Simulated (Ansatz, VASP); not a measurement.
# Be4Se: VASP beside Ansatz

File INCAR:

```
ALGO = Normal
EDIFF = 1E-7
ENCUT = 520
GGA = PE
ISIF = 2
ISMEAR = 0
LASPH = T
LCHARG = F
LREAL = F
LWAVE = F
NBANDS = 15
NELM = 60
PREC = Accurate
SIGMA = 0.1
```

File KPOINTS:

```
k-points
0
Gamma
  4 4 4
```

POSCAR

```
Be4Se
1.0
    3.9797468500      0.0000000000      0.0000000000
    0.0000000000      3.9797468500      0.0000000000
    0.0000000000      0.0000000000      3.9797468500
Be Se
4 1
Direct
    0.0000000000      0.0000000000      0.0000000000
    0.5000000000      0.0000000000      0.0000000000
    0.0000000000      0.5000000000      0.0000000000
    0.0000000000      0.0000000000      0.5000000000
    0.5000000000      0.5000000000      0.5000000000
```

Input for Ansatz:

```yaml
crystal:
  lattice:
    - [3.97974685, 0.0, 0.0]
    - [0.0, 3.97974685, 0.0]
    - [0.0, 0.0, 3.97974685]
  atoms:
    - { symbol: Be, position: [0.0, 0.0, 0.0] }
    - { symbol: Be, position: [0.5, 0.0, 0.0] }
    - { symbol: Be, position: [0.0, 0.5, 0.0] }
    - { symbol: Be, position: [0.0, 0.0, 0.5] }
    - { symbol: Se, position: [0.5, 0.5, 0.5] }
basis:
  ecutwfc: 420
kpoints:
  mp_grid: { grid: [4, 4, 4] }
hamiltonian:
  xc: pbe
scf:
  occupations: { method: gaussian, width: 0.1 }
  lower_state_search: "off"
output:
  forces: true
  stress: true
  eigenvalues: true
```

Alike in both runs: task single point; functional PBE; k mesh 4 × 4 × 4; occupations gaussian, width 0.1 eV; no spin polarisation.

|  | VASP | Ansatz |
| --- | --- | --- |
| version | VASP 6.6.1 | Ansatz 0.2.0 |
| potentials or method | VASP PAW PBE potentials, release 64 (Be, Se) | scalar-relativistic, plane waves, PAW |
| plane-wave cutoff (eV) | 520 | 420 |
| valence electrons in the cell | 14 | 24 |

|  | VASP | Ansatz | Ansatz less VASP |
| --- | --- | --- | --- |
| gap on the k mesh at the Fermi level (eV) | none | none | - |
| pressure (GPa) | -1.3 | -1.4 | -0.07 |

A gap of «none» marks a metal or a gap that the smearing closes. The two sets of potentials don't hold the same shells in valence.

Caveats: the k mesh is coarse (spacing up to 0.39 Å⁻¹), so the values aren't converged.
